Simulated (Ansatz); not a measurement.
Crystal: PbSe.

```
CELL_PARAMETERS angstrom
3.78432 0.00000 0.00000
0.00000 3.78432 0.00000
0.00000 0.00000 3.78432
ATOMIC_POSITIONS crystal
Pb 0.00000 0.00000 0.00000
Se 0.50000 0.50000 0.50000
```

Measurements of this composition are mostly on another form, of space group No. 225.

Base run:

| Property | Result |
| --- | --- |
| Program | Ansatz 0.2.0 |
| Functional | r2SCAN50 |
| Potentials or basis | Ansatz PAW |
| Cutoff | 500 eV (not typed: the program's choice for these potentials) |
| k mesh | 4 × 4 × 4 |
| Occupations | fermi-dirac, width 0.05 eV |
| Spin | no spin polarisation |

Its results: band gap on the k mesh 1.62 eV, indirect (least direct gap 2.57 eV); pressure -1.4 GPa.

Question: The run is repeated on the same cell with these changes: functional from r2SCAN50 to B3LYP; cutoff from 500 eV (not typed: the program's choice for these potentials) to 420 eV (not typed: the program's choice for these potentials). What comes out?

Answer: Band gap on the k mesh none (metal or under the smearing width); pressure 2.6 GPa.

Caveats: some runs use coarse meshes; the PAW data sets come from PBE, with cores solved anew for the run's functional, which leaves a small shift of forces and pressure; the thresholds are loose for stress; spin-orbit coupling is left out, which as a rule narrows the gap of such compounds by several tenths of an eV (some runs).

A k mesh can miss the band edges.
